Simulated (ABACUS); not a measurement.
InP:

```
In P
1.0
     0.00000    2.93050    2.93050
     2.93050    0.00000    2.93050
     2.93050    2.93050    0.00000
In P
1 1
Direct
  0.00000 0.00000 0.00000
  0.75000 0.75000 0.75000
```

- Program: ABACUS 3.10.1
- Task: single point
- Functional: PBE
- Potentials or basis: PseudoDojo NC SR 0.4.1 PBE standard
- Cutoff: 966 eV
- Density cutoff: 3864 eV
- Basis: plane waves
- k mesh: 8 × 8 × 8
- Occupations: fermi-dirac, width 0.05 eV
- Spin: no spin polarisation

On this cell: pressure 3.4 GPa; largest force zero by symmetry; band gap on the k mesh 0.71 eV, direct.

The same run follows on a disturbed copy (atoms moved at random, drawn with an rms of 0.05 Å):

```xyz
2
Lattice="0.0000 2.9305 2.9305 2.9305 0.0000 2.9305 2.9305 2.9305 0.0000" Properties=species:S:1:pos:R:3 pbc="T T T"
In   -0.0592   -0.0125   -0.0019
P     4.4281    4.4563    4.3997
```

Problem. What changes?

Solution. The energy moves by +29.2 meV/atom; pressure 3.8 GPa; largest force 1.028 eV/Å; band gap on the k mesh 0.53 eV, direct.

Forces on the atoms (eV/Å):
```
In   0.780  0.632  0.224
P   -0.780 -0.632 -0.224
```

Stress tensor (GPa, compression positive):
```
3.62 0.64 2.12
0.64 3.74 2.63
2.12 2.63 3.95
```

Caveats: spin-orbit coupling is left out, which moves the levels of the heavy elements.

